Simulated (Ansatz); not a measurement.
**AlRu: levels with and without spin–orbit coupling**

```yaml
crystal:
  lattice:
    - [2.99160, 0.00000, 0.00000]
    - [0.00000, 2.99160, 0.00000]
    - [0.00000, 0.00000, 2.99160]
  atoms:
    - { symbol: Al, position: [0.00000, 0.00000, 0.00000] }
    - { symbol: Ru, position: [0.50000, 0.50000, 0.50000] }
```

Atoms are numbered in the order listed.

The cell is COD entry 1527371, as deposited and not checked against the literature; nothing was relaxed.

Spin polarisation is left out, and whether a magnetic state lies lower isn't shown here.

All numbers are computed: DFT, PBE, all-electron LAPW, scalar-relativistic (Ansatz 0.2.0); DFT, PBE, all-electron LAPW, Dirac equation with spin-orbit coupling (Ansatz 0.2.0).

Settings: a Γ-centred 12×12×12 k mesh, Fermi–Dirac smearing of 0.05 eV, basis error target 1 meV/atom, no spin polarisation.

Levels between -6 and 4 eV, each run counted from its own valence-band top where it has a gap, else its Fermi level. Scalar levels are listed once for both spins; with the coupling every spinor state is counted. Levels near the edges of the range can cross them.

Problem. At Γ (0.000, 0.000, 0.000) the scalar-relativistic levels are -3.55 (×2), 0.19 (×3). What are they with spin–orbit coupling?

Solution. -3.57 (×4), 0.11 (×4), 0.33 (×2).

Problem. At X (0.000, 0.500, 0.000) the scalar-relativistic levels are -5.82, -5.48, -2.75, -1.59 (×2), 0.44, 2.30. What are they with spin–orbit coupling?

Solution. -5.83 (×2), -5.49 (×2), -2.77 (×2), -1.66 (×2), -1.54 (×2), 0.44 (×2), 2.30 (×2).

Problem. At R (0.500, 0.500, 0.500) the scalar-relativistic levels are -4.62 (×3), 1.64 (×2), 2.58. What are they with spin–orbit coupling?

Solution. -4.66 (×4), -4.57 (×2), 1.63 (×4), 2.58 (×2), 3.78 (×2).
